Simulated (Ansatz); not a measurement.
# I: further runs on the relaxed cell

One table from this session's results is given with a row withheld; the runs are named, their logs left out.

Method: DFT PBE+D3(BJ), scalar-relativistic, plane waves, PAW, in Ansatz 0.2.0.

2 further runs of the same task are left out: 2 set aside as unsound or not needed.

### The starting structure

Symmetry: C2/m, No. 12, monoclinic system. Conventional cell: a = 4.735 Å, b = 7.269 Å, c = 2.938 Å, α = 90.00°, β = 127.97°, γ = 90.00°. I (site symmetry 2/m) has 2 I at 2.94 Å as nearest neighbours.

Structure file:

```cif
data_structure
_symmetry_space_group_name_H-M 'P 1'
_symmetry_Int_Tables_number 1
_cell_length_a 4.3458
_cell_length_b 4.3458
_cell_length_c 2.9380
_cell_angle_alpha 109.931
_cell_angle_beta 109.931
_cell_angle_gamma 113.500
_cell_volume 39.85
loop_
_atom_site_label
_atom_site_type_symbol
_atom_site_fract_x
_atom_site_fract_y
_atom_site_fract_z
_atom_site_occupancy
I1 I 0.50000 0.50000 0.50000 1
```

It goes back to an entry of the Materials Project, which need not be the stable form.

It is the result of an earlier relaxation at this level (volume 39.85 Å³/atom; gap on the mesh: none (metal)).

Set-up of the first run:

The input, input.yaml:

```yaml
crystal:
  lattice:
    - [2.3773896325, -3.6342876406, -0.1598815673]
    - [2.3773896325, 3.6342876406, -0.1598815673]
    - [-1.6680719313, 0.0, 2.4185668454]
  atoms:
    - { symbol: I, position: [0.5, 0.5, 0.5] }
basis:
  ecutwfc: 420
kpoints:
  mp_grid: { grid: [12, 12, 18] }
  band_path:
    path:
      - [[0.0, 0.0, 0.0], [0.5, 0.5, -0.5], [0.7579903, 0.2420097, -0.5]]
      - [[0.2420097, -0.2420097, -0.5], [0.0, 0.0, -0.5], [0.0, 0.0, 0.0], [0.5, -0.5, 0.0]]
      - [[0.5, 0.0, -0.5], [0.0, 0.0, 0.0], [0.0, -0.5, 0.0]]
    npoints: 14
hamiltonian:
  xc: pbe
  dispersion: d3bj
scf:
  occupations: { method: gaussian, width: 0.1 }
  n_extra_bands: 6
output:
  forces: true
  stress: true
  eigenvalues: true
  populations: true
  dos: { projected: true, de: 0.02, nscf_kmesh: { grid: [18, 18, 27] } }
  bader: true
```

Command:

```
> ansatz run input.yaml --threads 1 --pin off --max-ram 2560MiB --backend cpu --events-out ev --progress --plain --runs-dir out
```

Steps of the session up to this table: Electronic structure at the relaxed geometry; Relaxing with PBEsol; The cell under LDA; Relaxing with PBE.

One table of the session follows, with a row left open; its other results are not shown here.

It belongs to the step «Relaxed cells side by side». 

```
functional  a (Å)  b (Å)  c (Å)  volume (Å³/atom)
PBE+D3(BJ)  4.346  4.346  2.938             39.85
    PBEsol      ?      ?      ?                 ?
       LDA  4.204  4.204  2.921             36.44
       PBE  5.100  5.100  2.958             51.34
```

Estimate the missing values for PBEsol.

As computed: a (Å): 4.382; b (Å): 4.382; c (Å): 2.917; volume (Å³/atom): 39.79. In the column «a (Å)» it lies between PBE+D3(BJ) (4.346) and PBE (5.100).

To keep in mind: Spin polarisation is off in the runs that give these values; a magnetic solution could lie lower.
